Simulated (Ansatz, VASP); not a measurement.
**AlNi in VASP and in Ansatz**

File INCAR:

```
SYSTEM = AlNi
ALGO = Normal
EDIFF = 1E-6
EDIFFG = -0.005
ENCUT = 600
GGA = CA
IBRION = 2
ISIF = 3
ISMEAR = 0
LASPH = .TRUE.
LCHARG = .FALSE.
LREAL = .FALSE.
LWAVE = .FALSE.
NELM = 60
NSW = 70
PREC = Accurate
SIGMA = 0.1
```

Contents of KPOINTS:

```
k-points
0
G
  14 14 14
  0 0 0
```

Contents of POSCAR:

```
AlNi
1.0
    2.8930835179      0.0000000000      0.0000000000
    0.0000000000      2.8930835179      0.0000000000
    0.0000000000      0.0000000000      2.8930835179
Al Ni
1 1
Direct
    0.0000000000      0.0000000000      0.0000000000
    0.5000000000      0.5000000000      0.5000000000
```

Input for Ansatz:

```yaml
crystal:
  lattice:
    - [2.8930835179, 0.0, 0.0]
    - [0.0, 2.8930835179, 0.0]
    - [0.0, 0.0, 2.8930835179]
  atoms:
    - { symbol: Al, position: [0.0, 0.0, 0.0] }
    - { symbol: Ni, position: [0.5, 0.5, 0.5] }
basis:
  ecutwfc: 420
kpoints:
  mp_grid: { grid: [14, 14, 14] }
hamiltonian:
  xc: lda
scf:
  occupations: { method: gaussian, width: 0.1 }
output:
  forces: true
  stress: true
  eigenvalues: true
relax:
  adjacent_minimum: "off"
  f_tol: 0.005
  max_steps: 50
  cell: { stress_tol: 0.05 }
```

Alike in both runs: task relaxation of cell and atoms; functional LDA; k mesh 14 × 14 × 14; occupations gaussian, width 0.1 eV; no spin polarisation.

```csv
,VASP,Ansatz
version,VASP 6.6.1,Ansatz 0.2.0
potentials or method,"VASP PAW LDA potentials, release 64 (Al, Ni)","scalar-relativistic, plane waves, PAW"
plane-wave cutoff (eV),600,420
valence electrons in the cell,13,21
```

Ansatz gave:

* gap on the k mesh at the Fermi level, each at its own relaxed structure (eV): none
* relaxed volume (Å³/atom): 11.36
* relaxed cell length with the largest relative difference (Å): 2.833
* energy change over the relaxation (meV/atom): -25

Estimate VASP's values.

gap on the k mesh at the Fermi level, each at its own relaxed structure (eV): none; relaxed volume (Å³/atom): 11.38; relaxed cell length with the largest relative difference (Å): 2.834; energy change over the relaxation (meV/atom): -24.

A gap of «none» marks a metal or a gap that the smearing closes. The two sets of potentials don't hold the same shells in valence.

Spin polarisation is off, so any magnetic state and its effect on volume and gap are missing. LDA usually gives volumes a few per cent too small. Zero-point motion and thermal expansion aren't in these numbers.
